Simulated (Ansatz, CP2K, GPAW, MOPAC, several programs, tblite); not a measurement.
# BeSe from cheap methods to r2SCAN

Aim: run BeSe through methods of unlike cost and see what each gets, and at what price.

Computed with MOPAC, tblite, CP2K, GPAW, Ansatz (versions at each run) (no spin polarisation, static lattice; gaps from single points on the cell relaxed beforehand with r²SCAN, unless a step's input says otherwise).

## Step 1: The structure to begin with

Symmetry: F-43m, No. 216, cubic system. Conventional cell: a = 5.162 Å, b = 5.162 Å, c = 5.162 Å, α = 90.00°, β = 90.00°, γ = 90.00°. Be (site symmetry -43m) is surrounded by 4 Se at 2.24 Å. Se (site symmetry -43m) is surrounded by 4 Be at 2.24 Å.

Structure file:

```xyz
2
Lattice="0.0000 2.5810 2.5810 2.5810 0.0000 2.5810 2.5810 2.5810 0.0000" Properties=species:S:1:pos:R:3 pbc="T T T"
Be    0.0000    0.0000    0.0000
Se    1.2905    1.2905    1.2905
```

The structure type (zincblende) is imposed and need not be the compound's stable one.

**Question.** The methods are PM6, PM7, GFN1-xTB (tblite), GFN2-xTB (tblite), PBE/DZVP, PBE/single-zeta, PBE/SZV, coarse PBE, GLLB-SC, PBE, r2SCAN. What gap does r2SCAN give on this cell, and which other methods (full PBE left aside) come nearest to r2SCAN and farthest in gap, volume and bulk modulus?

| quantity | value |
| --- | --- |
| r2SCAN | gap 3.12 eV, 17.19 Å³/atom, B₀ 80 GPa |
| gap: nearest and farthest of the other methods | PBE/single-zeta (-0.10 eV), GFN2-xTB (tblite) (+2.90 eV) |
| volume: nearest and farthest of the other methods | GFN1-xTB (tblite) (-0.8 %), PM7 (+5.8 %) |
| bulk modulus: nearest and farthest of the other methods | PM7 (-4 %), GFN1-xTB (tblite) (+11 %) |

What this shows: For the gap, of the 8 methods compared (full PBE left aside), PBE/single-zeta comes nearest to r2SCAN and GFN2-xTB (tblite) is farthest. For the volume, of the 2 methods compared (full PBE left aside), GFN1-xTB (tblite) comes nearest to r2SCAN and PM7 is farthest. Among the 2 methods compared for the bulk modulus (full PBE left aside), PM7 is nearest to r2SCAN and GFN1-xTB (tblite) farthest. A minimal basis or a coarse cutoff and mesh shifts results by its own error, so closeness to r2SCAN can be chance. Cluster runs see only the k-points that fold onto the zone centre, so their gaps can miss the band edges. GLLB-SC is compared with its derivative discontinuity added. PM6 ended in an unphysical state and is left out of the comparison. No volume is given for GFN2-xTB (tblite), PBE/DZVP, PBE/single-zeta, PBE/SZV, coarse PBE, which can hide a larger miss. CPU times run from 0.7 s (coarse PBE) to 7.2 s (PBE/DZVP). On this cell GFN2-xTB (tblite), PBE/DZVP, GLLB-SC cost more than r2SCAN itself (4.5 s), so they are no saving here. r2SCAN is a yardstick, not the truth: it usually gives gaps below the measured ones.
